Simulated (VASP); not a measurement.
Crystal: BN.

```xyz
2
Lattice="1.2511 0.7223 3.3729 -1.2511 0.7223 3.3729 0.0000 -1.4447 3.3729" Properties=species:S:1:pos:R:3 pbc="T T T"
N     0.0000    0.0000    6.7517
B     0.0000    0.0000    0.0033
```

The cell is a database's computed one.

* Program: VASP 6.6.1
* Task: relaxation of cell and atoms
* Functional: PBE
* Potentials or basis: VASP PAW PBE potentials, release 64 (N_s, B_s)
* Cutoff: 480 eV
* k mesh: 12 × 12 × 12
* Occupations: fermi-dirac, width 0.05 eV
* Spin: no spin polarisation

At the start: pressure 4.4 GPa; volume 9.14 Å³/atom.

Task: Where does the relaxation end?

Result: Over 13 steps the energy falls by 7.5 meV/atom and the volume is 10.54 Å³/atom (+15.2 %); space group R3m (No. 160, to 0.05 Å).

Step by step:
```
step  energy change (eV)  largest force (eV/Å)  pressure (GPa)  volume (Å³)
   1              0.0000                0.0032            4.43        18.29
   2              0.0082                0.0013           -6.37        18.97
   3             -0.0037                0.0016            0.40        18.53
   4             -0.0048                0.0015            0.33        18.63
   5             -0.0078                0.0003            0.21        18.91
   6             -0.0118                0.0047            0.04        19.49
   7             -0.0149                0.0223           -0.13        20.65
   8             -0.0150                0.0272           -0.15        20.91
   9             -0.0150                0.0304           -0.16        21.08
  10             -0.0120                0.1791            2.49        20.94
  11             -0.0151                0.0093            0.09        21.07
  12             -0.0147                0.0774           -0.72        21.12
  13             -0.0151                0.0000            0.00        21.08
```

Final structure:
```
N B
1.0
     1.25762    0.72609    3.84682
    -1.25762    0.72609    3.84682
     0.00000   -1.45218    3.84682
N B
1 1
Direct
  0.66714 0.66714 0.66714
  0.00043 0.00043 0.00043
```

Caveat: the volume moved by over 15 % at a fixed basis, so the end points are rough.
